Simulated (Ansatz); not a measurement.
# Cadmium, hcp under LDA: convergence with the Methfessel-Paxton smearing

Aim: find which Methfessel-Paxton smearing width is enough for energy and pressure. The geometry was relaxed under LDA beforehand and stays fixed; 7 values are run, from 0.01 to 1.0 eV. Wanted are the values from which on the energy stays within 10 and 1 meV/atom, and the pressure within 0.5 GPa, of the narrowest run. Within the series other settings stay, but some runs also write fields, which adds to their time. Spin polarisation is left out.

Program: Ansatz 0.2.0. Level of theory: DFT LDA, plane waves with PAW, scalar-relativistic. These are calculated values, not measurements.

## Step 1: Starting point

It takes space group P6_3/mmc (No. 194, hexagonal). The conventional cell has a = 2.882 Å, b = 2.882 Å, c = 5.638 Å, α = 90.00°, β = 90.00°, γ = 120.00°. Around Cd (site symmetry -6m2) lie 12 Cd at 2.88 to 3.27 Å.

Coordinates:

```
CELL_PARAMETERS angstrom
2.88186 0.00000 0.00000
-1.44093 2.49577 0.00000
0.00000 0.00000 5.63837
ATOMIC_POSITIONS crystal
Cd 0.33333 0.66667 0.25000
Cd 0.66667 0.33333 0.75000
```

## Step 2: Run at 0.01 eV

The run at 0.01 eV.

input.yaml

```yaml
crystal:
  lattice:
    - [2.8818641727, 0.0, 0.0]
    - [-1.4409320863, 2.4957675838, 0.0]
    - [0.0, 0.0, 5.6383707528]
  atoms:
    - { symbol: Cd, position: [0.3333333333, 0.6666666667, 0.25] }
    - { symbol: Cd, position: [0.6666666667, 0.3333333333, 0.75] }
hamiltonian:
  xc: lda
  pseudopotentials:
    kind: paw
    azcp:
      Cd: "pseudopotentials/Cd.paw.azcp"
basis:
  ecutwfc: 420
  fft_grid_basis: typed
kpoints:
  mp_grid: { grid: [13, 13, 6], shift: [0, 0, 0] }
magnetization:
  spin_polarized: false
scf:
  occupations: { method: methfessel_paxton, width: 0.01 }
  lower_state_search: "off"
output:
  stress: true
```

The run is started by

```sh
> ansatz run input.yaml --threads 2 --pin off --max-ram 5120MiB --backend cpu --events-out ev --progress --plain --runs-dir out
```

What it wrote (excerpt; [...] marks lines left out):

```text
Warning: <dir> the record states the generating functional pbe (its physics header spells it `PBE`), which answers neither for hamiltonian.xc's functional nor for the lda family's — results may be inconsistent (PPs are generated against a specific XC)
Warning: RAYON_NUM_THREADS=2 ignored (pool sized by the plan → 2); use --threads N
[...]
Pseudopotentials: kind: paw
Pseudopotential: Cd, paw, valence charge 20, recommended cutoff 420 eV (normal), <dir>
Functional definition: SPW92
[...]
Crystal: 2 atoms, lattice volume = 40.554 Å³
Basis set: ecut = 420 eV, 799 PW (Γ)
Bands: 24, of which v1, the nominal top of the filled ones, is band 20 counted from 1 (19 counted from 0)
Symmetry: 24 space group operations
Space group: P63/mmc (ITA 194), of the structure as read, at distance tolerance 3.4e-5 Å
k-points: 84 of 1014
[...]
SCF iter   1: F=—  HF=-16235.781057 eV  |F-HF|=—  |Δ(HF+E_count)|=         —  Δρ=9.94e-3  dr2=2.87e-2  ethr=1.77e-3  ⟨swp⟩=5.3  Hψ=7987  notcnv=0
[...]
SCF iter   6: F=-16235.771593 eV  HF=-16235.771593 eV  |F-HF|=1.27e-11  |Δ(HF+E_count)|=   1.30e-9  S|Δr|=    0.00e0  Δρ=3.86e-7  dr2=4.01e-11  ethr=1.38e-11  ⟨swp⟩=1.2  Hψ=5424  notcnv=0
[...]
SCF converged after 6 iterations
Stability not checked: this state was not tested for a lower state beside it, because cold or Methfessel-Paxton smearing, or corrected tetrahedra, fill the levels in a way that the test cannot read (fill_not_monotonic; see scf.lower_state_search)
Free energy (F): -16235.771593 eV
[...]
E sigma→0 (E₀):  -16235.771589 eV
Entropy (-TS):   -0.000017 eV (-0.008 meV/atom)
Fermi energy:    15.414378 eV
[...]
--- Stress (GPa, compression-positive) ---
        1.106248       0.000000       0.000000
        0.000000       1.106248       0.000000
        0.000000       0.000000      -2.064147
  P = ⅓ Tr σ = 0.0494 GPa (0.494 kbar)
```

It took 2 s on 2 threads of Intel Xeon Platinum 8375C at 2.90GHz (Ice Lake), shared host; peak memory 0.39 GiB.

## Step 3: Run at 0.03 eV

The run at 0.03 eV.

input.yaml: that of step 2 with these lines changed.

```diff
@@ -22,3 +22,3 @@
 scf:
-  occupations: { method: methfessel_paxton, width: 0.01 }
+  occupations: { method: methfessel_paxton, width: 0.03 }
   lower_state_search: "off"
@@ -26 +26,5 @@
   stress: true
+  write_density: true
+  write_potential: true
+  elf: true
+  volumetric_format: npy
```

The run is started by

```sh
> ansatz run input.yaml --threads 2 --pin off --max-ram 5120MiB --backend cpu --events-out ev --progress --plain --runs-dir out
```

What it wrote (excerpt; [...] marks lines left out):

```text
Warning: <dir> the record states the generating functional pbe (its physics header spells it `PBE`), which answers neither for hamiltonian.xc's functional nor for the lda family's — results may be inconsistent (PPs are generated against a specific XC)
Warning: RAYON_NUM_THREADS=2 ignored (pool sized by the plan → 2); use --threads N
[...]
[... 3 set-up lines as earlier in the session ...]
[...]
Crystal: 2 atoms, lattice volume = 40.554 Å³
Basis set: ecut = 420 eV, 799 PW (Γ)
Bands: 24, of which v1, the nominal top of the filled ones, is band 20 counted from 1 (19 counted from 0)
[... 2 set-up lines as earlier in the session ...]
k-points: 84 of 1014
[...]
SCF iter   1: F=—  HF=-16235.781090 eV  |F-HF|=—  |Δ(HF+E_count)|=         —  Δρ=9.94e-3  dr2=2.87e-2  ethr=1.77e-3  ⟨swp⟩=5.5  Hψ=7945  notcnv=0
[...]
SCF iter   6: F=-16235.771624 eV  HF=-16235.771624 eV  |F-HF|=3.27e-11  |Δ(HF+E_count)|=  7.89e-10  S|Δr|=    0.00e0  Δρ=4.34e-7  dr2=7.18e-11  ethr=1.01e-11  ⟨swp⟩=4.0  Hψ=9332  notcnv=0
[...]
SCF converged after 6 iterations
Stability not checked: this state was not tested for a lower state beside it, because cold or Methfessel-Paxton smearing, or corrected tetrahedra, fill the levels in a way that the test cannot read (fill_not_monotonic; see scf.lower_state_search)
Free energy (F): -16235.771624 eV
[...]
E sigma→0 (E₀):  -16235.771617 eV
Entropy (-TS):   -0.000031 eV (-0.015 meV/atom)
Fermi energy:    15.415339 eV
[...]
--- Stress (GPa, compression-positive) ---
        1.105751      -0.000000       0.000000
        0.000000       1.105751       0.000000
        0.000000       0.000000      -2.065938
  P = ⅓ Tr σ = 0.0485 GPa (0.485 kbar)
--- Band table (eV; the first three rows and the last of 84) ---
  k-point 0: bands = ["-87.4552", "-87.4539", "-48.5892", "-48.5672", "-48.5446", "-48.5446", "-48.5425", "-48.5425", "5.3149", "5.5379", "6.1191", "6.1191", "6.1686", "6.1686", "6.2554", "6.8148", "6.8148", "7.0564", "7.0564", "12.0720", "12.0838", "25.1909", "29.7700", "30.1977"]
[...]
```

It took 3.2 s on 2 threads of Intel Xeon Platinum 8375C at 2.90GHz (Ice Lake), shared host; peak memory 0.36 GiB.

## Step 4: Run at 0.1 eV

The run at 0.1 eV.

input.yaml: that of step 3 with these lines changed.

```diff
@@ -22,3 +22,3 @@
 scf:
-  occupations: { method: methfessel_paxton, width: 0.03 }
+  occupations: { method: methfessel_paxton, width: 0.1 }
   lower_state_search: "off"
```

The run is started by

```sh
> ansatz run input.yaml --threads 2 --pin off --max-ram 5120MiB --backend cpu --events-out ev --progress --plain --runs-dir out
```

What it wrote (excerpt; [...] marks lines left out):

```text
Warning: <dir> the record states the generating functional pbe (its physics header spells it `PBE`), which answers neither for hamiltonian.xc's functional nor for the lda family's — results may be inconsistent (PPs are generated against a specific XC)
Warning: RAYON_NUM_THREADS=2 ignored (pool sized by the plan → 2); use --threads N
[...]
[... 3 set-up lines as earlier in the session ...]
[...]
Crystal: 2 atoms, lattice volume = 40.554 Å³
Basis set: ecut = 420 eV, 799 PW (Γ)
Bands: 24, of which v1, the nominal top of the filled ones, is band 20 counted from 1 (19 counted from 0)
[... 2 set-up lines as earlier in the session ...]
k-points: 84 of 1014
[...]
SCF iter   1: F=—  HF=-16235.780958 eV  |F-HF|=—  |Δ(HF+E_count)|=         —  Δρ=9.94e-3  dr2=2.87e-2  ethr=1.77e-3  ⟨swp⟩=5.5  Hψ=7713  notcnv=0
[...]
SCF iter   6: F=-16235.771498 eV  HF=-16235.771498 eV  |F-HF|=3.09e-11  |Δ(HF+E_count)|=  4.13e-10  S|Δr|=    0.00e0  Δρ=4.26e-7  dr2=6.77e-11  ethr=8.36e-12  ⟨swp⟩=4.0  Hψ=9201  notcnv=0
[...]
SCF converged after 6 iterations
Stability not checked: this state was not tested for a lower state beside it, because cold or Methfessel-Paxton smearing, or corrected tetrahedra, fill the levels in a way that the test cannot read (fill_not_monotonic; see scf.lower_state_search)
Free energy (F): -16235.771498 eV
[...]
E sigma→0 (E₀):  -16235.771645 eV
Entropy (-TS):   0.000586 eV (0.293 meV/atom)
Fermi energy:    15.402196 eV
[...]
--- Stress (GPa, compression-positive) ---
        1.097232       0.000000       0.000000
       -0.000000       1.097232       0.000000
        0.000000       0.000000      -2.042267
  P = ⅓ Tr σ = 0.0507 GPa (0.507 kbar)
--- Band table (eV; the first three rows and the last of 84) ---
  k-point 0: bands = ["-87.4550", "-87.4537", "-48.5891", "-48.5672", "-48.5444", "-48.5444", "-48.5423", "-48.5423", "5.3151", "5.5381", "6.1194", "6.1194", "6.1688", "6.1688", "6.2553", "6.8149", "6.8149", "7.0564", "7.0564", "12.0718", "12.0839", "25.1909", "29.7703", "30.1978"]
[...]
```

Wall time 4 s (2 threads of Intel Xeon Platinum 8375C at 2.90GHz (Ice Lake), shared host); peak memory 0.39 GiB.

## Step 5: Run at 0.2 eV

The run at 0.2 eV.

input.yaml: that of step 4 with these lines changed.

```diff
@@ -22,3 +22,3 @@
 scf:
-  occupations: { method: methfessel_paxton, width: 0.1 }
+  occupations: { method: methfessel_paxton, width: 0.2 }
   lower_state_search: "off"
@@ -26,5 +26 @@
   stress: true
-  write_density: true
-  write_potential: true
-  elf: true
-  volumetric_format: npy
```

The run is started by

```sh
> ansatz run input.yaml --threads 2 --pin off --max-ram 5120MiB --backend cpu --events-out ev --progress --plain --runs-dir out
```

What it wrote (excerpt; [...] marks lines left out):

```text
Warning: <dir> the record states the generating functional pbe (its physics header spells it `PBE`), which answers neither for hamiltonian.xc's functional nor for the lda family's — results may be inconsistent (PPs are generated against a specific XC)
Warning: RAYON_NUM_THREADS=2 ignored (pool sized by the plan → 2); use --threads N
[...]
[... 3 set-up lines as earlier in the session ...]
[...]
Crystal: 2 atoms, lattice volume = 40.554 Å³
Basis set: ecut = 420 eV, 799 PW (Γ)
Bands: 24, of which v1, the nominal top of the filled ones, is band 20 counted from 1 (19 counted from 0)
[... 2 set-up lines as earlier in the session ...]
k-points: 84 of 1014
[...]
SCF iter   1: F=—  HF=-16235.779991 eV  |F-HF|=—  |Δ(HF+E_count)|=         —  Δρ=9.94e-3  dr2=2.86e-2  ethr=1.77e-3  ⟨swp⟩=4.8  Hψ=7428  notcnv=0
[...]
SCF iter   6: F=-16235.770597 eV  HF=-16235.770597 eV  |F-HF|=2.36e-11  |Δ(HF+E_count)|=  1.13e-10  S|Δr|=    0.00e0  Δρ=4.17e-7  dr2=5.75e-11  ethr=6.29e-12  ⟨swp⟩=1.1  Hψ=5383  notcnv=0
[...]
SCF converged after 6 iterations
Stability not checked: this state was not tested for a lower state beside it, because cold or Methfessel-Paxton smearing, or corrected tetrahedra, fill the levels in a way that the test cannot read (fill_not_monotonic; see scf.lower_state_search)
Free energy (F): -16235.770597 eV
[...]
E sigma→0 (E₀):  -16235.770912 eV
Entropy (-TS):   0.001258 eV (0.629 meV/atom)
Fermi energy:    15.372239 eV
[...]
--- Stress (GPa, compression-positive) ---
        1.214102       0.000000       0.000000
        0.000000       1.214102       0.000000
        0.000000       0.000000      -2.265963
  P = ⅓ Tr σ = 0.0541 GPa (0.541 kbar)
```

Run time: 2 s. Hardware: 2 threads of Intel Xeon Platinum 8375C at 2.90GHz (Ice Lake), shared host; peak memory 0.36 GiB.

## Step 6: Run at 0.3 eV

The run at 0.3 eV.

input.yaml: that of step 5 with these lines changed.

```diff
@@ -22,3 +22,3 @@
 scf:
-  occupations: { method: methfessel_paxton, width: 0.2 }
+  occupations: { method: methfessel_paxton, width: 0.3 }
   lower_state_search: "off"
```

The run is started by

```sh
> ansatz run input.yaml --threads 2 --pin off --max-ram 5120MiB --backend cpu --events-out ev --progress --plain --runs-dir out
```

What it wrote (excerpt; [...] marks lines left out):

```text
Warning: <dir> the record states the generating functional pbe (its physics header spells it `PBE`), which answers neither for hamiltonian.xc's functional nor for the lda family's — results may be inconsistent (PPs are generated against a specific XC)
Warning: RAYON_NUM_THREADS=2 ignored (pool sized by the plan → 2); use --threads N
[...]
[... 3 set-up lines as earlier in the session ...]
[...]
Crystal: 2 atoms, lattice volume = 40.554 Å³
Basis set: ecut = 420 eV, 799 PW (Γ)
Bands: 24, of which v1, the nominal top of the filled ones, is band 20 counted from 1 (19 counted from 0)
[... 2 set-up lines as earlier in the session ...]
k-points: 84 of 1014
[...]
SCF iter   1: F=—  HF=-16235.779672 eV  |F-HF|=—  |Δ(HF+E_count)|=         —  Δρ=9.96e-3  dr2=2.86e-2  ethr=1.77e-3  ⟨swp⟩=4.4  Hψ=7270  notcnv=0
[...]
SCF iter   6: F=-16235.770281 eV  HF=-16235.770281 eV  |F-HF|=3.62e-10  |Δ(HF+E_count)|=   1.23e-7  S|Δr|=    0.00e0  Δρ=4.32e-6  dr2=4.92e-9  ethr=2.50e-10  ⟨swp⟩=4.0  Hψ=6753  notcnv=0
[...]
SCF converged after 6 iterations
Stability not checked: this state was not tested for a lower state beside it, because cold or Methfessel-Paxton smearing, or corrected tetrahedra, fill the levels in a way that the test cannot read (fill_not_monotonic; see scf.lower_state_search)
Free energy (F): -16235.770281 eV
[...]
E sigma→0 (E₀):  -16235.770450 eV
Entropy (-TS):   0.000673 eV (0.336 meV/atom)
Fermi energy:    15.375256 eV
[...]
--- Stress (GPa, compression-positive) ---
        1.123438       0.000000       0.000000
        0.000000       1.123438       0.000000
        0.000000       0.000000      -2.101203
  P = ⅓ Tr σ = 0.0486 GPa (0.486 kbar)
```

It took 2 s on 2 threads of Intel Xeon Platinum 8375C at 2.90GHz (Ice Lake), shared host; peak memory 0.39 GiB.

## Step 7: Run at 0.6 eV

The run at 0.6 eV.

input.yaml: that of step 6 with these lines changed.

```diff
@@ -22,3 +22,3 @@
 scf:
-  occupations: { method: methfessel_paxton, width: 0.3 }
+  occupations: { method: methfessel_paxton, width: 0.6 }
   lower_state_search: "off"
@@ -26 +26,5 @@
   stress: true
+  write_density: true
+  write_potential: true
+  elf: true
+  volumetric_format: npy
```

The run is started by

```sh
> ansatz run input.yaml --threads 2 --pin off --max-ram 5120MiB --backend cpu --events-out ev --progress --plain --runs-dir out
```

What it wrote (excerpt; [...] marks lines left out):

```text
Warning: <dir> the record states the generating functional pbe (its physics header spells it `PBE`), which answers neither for hamiltonian.xc's functional nor for the lda family's — results may be inconsistent (PPs are generated against a specific XC)
Warning: RAYON_NUM_THREADS=2 ignored (pool sized by the plan → 2); use --threads N
band count auto-derived: 25 (N_el = 40.0; filled up to band 20; 24 by the electrons, moments and atoms)
[...]
[... 3 set-up lines as earlier in the session ...]
[...]
Crystal: 2 atoms, lattice volume = 40.554 Å³
Basis set: ecut = 420 eV, 799 PW (Γ)
Bands: 25, of which v1, the nominal top of the filled ones, is band 20 counted from 1 (19 counted from 0)
[... 2 set-up lines as earlier in the session ...]
k-points: 84 of 1014
[...]
SCF iter   1: F=—  HF=-16235.776596 eV  |F-HF|=—  |Δ(HF+E_count)|=         —  Δρ=1.00e-2  dr2=2.88e-2  ethr=1.77e-3  ⟨swp⟩=4.8  Hψ=7650  notcnv=0
[...]
SCF iter   6: F=-16235.767132 eV  HF=-16235.767132 eV  |F-HF|=2.78e-10  |Δ(HF+E_count)|=   1.29e-7  S|Δr|=    0.00e0  Δρ=4.12e-6  dr2=4.49e-9  ethr=2.50e-10  ⟨swp⟩=9.0  Hψ=12475  notcnv=0
[...]
SCF converged after 6 iterations
Stability not checked: this state was not tested for a lower state beside it, because cold or Methfessel-Paxton smearing, or corrected tetrahedra, fill the levels in a way that the test cannot read (fill_not_monotonic; see scf.lower_state_search)
Free energy (F): -16235.767132 eV
[...]
E sigma→0 (E₀):  -16235.770103 eV
Entropy (-TS):   0.011882 eV (5.941 meV/atom)
Fermi energy:    15.422742 eV
[...]
--- Stress (GPa, compression-positive) ---
        0.771254       0.000000       0.000000
        0.000000       0.771254       0.000000
        0.000000       0.000000      -1.574142
  P = ⅓ Tr σ = -0.0105 GPa (-0.105 kbar)
--- Band table (eV; the first three rows and the last of 84) ---
  k-point 0: bands = ["-87.4551", "-87.4539", "-48.5914", "-48.5694", "-48.5433", "-48.5433", "-48.5412", "-48.5412", "5.3161", "5.5399", "6.1221", "6.1221", "6.1715", "6.1715", "6.2534", "6.8141", "6.8141", "7.0557", "7.0557", "12.0695", "12.0847", "25.1913", "29.7737", "30.1984", "30.8967"]
[...]
```

It took 2.8 s on 2 threads of Intel Xeon Platinum 8375C at 2.90GHz (Ice Lake), shared host; peak memory 0.4 GiB.

## Step 8: Run at 1.0 eV

The run at 1.0 eV.

input.yaml: that of step 7 with these lines changed.

```diff
@@ -22,3 +22,3 @@
 scf:
-  occupations: { method: methfessel_paxton, width: 0.6 }
+  occupations: { method: methfessel_paxton, width: 1.0 }
   lower_state_search: "off"
```

The run is started by

```sh
> ansatz run input.yaml --threads 2 --pin off --max-ram 5120MiB --backend cpu --events-out ev --progress --plain --runs-dir out
```

What it wrote (excerpt; [...] marks lines left out):

```text
Warning: <dir> the record states the generating functional pbe (its physics header spells it `PBE`), which answers neither for hamiltonian.xc's functional nor for the lda family's — results may be inconsistent (PPs are generated against a specific XC)
Warning: RAYON_NUM_THREADS=2 ignored (pool sized by the plan → 2); use --threads N
band count auto-derived: 26 (N_el = 40.0; filled up to band 20; 24 by the electrons, moments and atoms)
[...]
[... 3 set-up lines as earlier in the session ...]
[...]
Crystal: 2 atoms, lattice volume = 40.554 Å³
Basis set: ecut = 420 eV, 799 PW (Γ)
Bands: 26, of which v1, the nominal top of the filled ones, is band 20 counted from 1 (19 counted from 0)
[... 2 set-up lines as earlier in the session ...]
k-points: 84 of 1014
[...]
SCF iter   1: F=—  HF=-16235.765422 eV  |F-HF|=—  |Δ(HF+E_count)|=         —  Δρ=1.00e-2  dr2=2.87e-2  ethr=1.77e-3  ⟨swp⟩=5.0  Hψ=8036  notcnv=0
[...]
SCF iter   6: F=-16235.755963 eV  HF=-16235.755963 eV  |F-HF|=1.89e-10  |Δ(HF+E_count)|=   1.32e-7  S|Δr|=    0.00e0  Δρ=4.06e-6  dr2=4.45e-9  ethr=2.50e-10  ⟨swp⟩=9.1  Hψ=13134  notcnv=0
[...]
SCF converged after 6 iterations
Stability not checked: this state was not tested for a lower state beside it, because cold or Methfessel-Paxton smearing, or corrected tetrahedra, fill the levels in a way that the test cannot read (fill_not_monotonic; see scf.lower_state_search)
Free energy (F): -16235.755963 eV
[...]
E sigma→0 (E₀):  -16235.764388 eV
Entropy (-TS):   0.033699 eV (16.849 meV/atom)
Fermi energy:    15.495284 eV
[...]
--- Stress (GPa, compression-positive) ---
        0.572740       0.000000       0.000000
        0.000000       0.572740       0.000000
        0.000000       0.000000      -1.198557
  P = ⅓ Tr σ = -0.0177 GPa (-0.177 kbar)
--- Band table (eV; the first three rows and the last of 84) ---
  k-point 0: bands = ["-87.4546", "-87.4533", "-48.5901", "-48.5682", "-48.5431", "-48.5431", "-48.5410", "-48.5410", "5.3164", "5.5400", "6.1218", "6.1218", "6.1713", "6.1713", "6.2540", "6.8148", "6.8148", "7.0565", "7.0565", "12.0700", "12.0849", "25.1914", "29.7731", "30.1985", [...]
[...]
```

Run time: 3.2 s. Hardware: 2 threads of Intel Xeon Platinum 8375C at 2.90GHz (Ice Lake), shared host; peak memory 0.38 GiB.

## Step 9: The series

Differences are taken from the run at 0.01 eV.

```tsv
smearing (eV)	F (meV/atom)	E(σ → 0) (meV/atom)	P (GPa)	SCF cycles	CPU time
0.01	0.00	0.00	0.05	6	3.4 s
0.03	-0.02	-0.01	0.05	6	5.7 s
0.1	0.05	-0.03	0.05	6	7.1 s
0.2	0.50	0.34	0.05	6	3.5 s
0.3	0.66	0.57	0.05	6	3.6 s
0.6	2.23	0.74	-0.01	6	5 s
1.0	7.82	3.60	-0.02	6	5.7 s
```

## Step 10: Summary of results

```
                                          quantity                       value
      E(σ → 0) stays within 10 meV/atom of 0.01 eV                up to 1.0 eV
                  E(σ → 0) stays within 1 meV/atom                up to 0.6 eV
                     pressure stays within 0.5 GPa                up to 1.0 eV
                               pressure at 0.01 eV                    0.05 GPa
energy of a separate run on a finer mesh (21×21×9)  +1.9 meV/atom from 0.01 eV
```

**Reading.** The far end, 1.0 eV, lies +3.6 meV/atom and -0.1 GPa from the yardstick. The free energy F moves by +7.8 meV/atom over the range, and the estimate for σ → 0 by +3.6. This scheme cancels the term in the square of the width, so F moves little up to 0.2 eV. The mesh (13×13×6) is fixed, so the narrowest widths carry a k-point error of their own. The yardstick itself is unsettled by 1.9 meV/atom against the finer mesh, so the thresholds above hold only within this series, and wider smearing, which averages over more states, can land nearer the fine-mesh value than the narrowest does. The cell taken over is 6 % smaller than the measured one (21.59 Å³/atom, COD).
